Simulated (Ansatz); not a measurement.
We consider zinc-blende AlSb, described by rVV10 (Ansatz, an electronic-structure program, PAW).

Settings: plane-wave cutoff 500 eV, 10×10×10 k mesh, gaussian smearing 0.02 eV, scalar-relativistic PAW data made under PBE.

Computed at the level's own relaxed cell.

Q: What does this level give for the equilibrium volume per atom, lattice constant a and band gap?

A: 
equilibrium volume per atom: 30.48 Å³/atom
lattice constant a: 6.248 Å
band gap: 1.09 eV (on the SCF k mesh)

Measured, for comparison: band gap 1.73 eV (zero-point renormalisation of 35 meV (experimental, the table's column) added back here, indirect; inputs from Miglio et al. (2020), arXiv:2011.12765); equilibrium volume per atom 28.77 Å³/atom, lattice constant a 6.128 Å (low temperature, thermal expansion removed or low-temperature value; zero-point expansion not removed; as tabulated in Zhang et al. (2018), doi:10.1088/1367-2630/aac7f0). Computed (rounded) less measured: equilibrium volume per atom +5.9 %, lattice constant a +2.0 %.

Spin–orbit coupling is not included; with these elements it can move the gap by several tenths of an eV or more.

Computed values are for the static lattice.
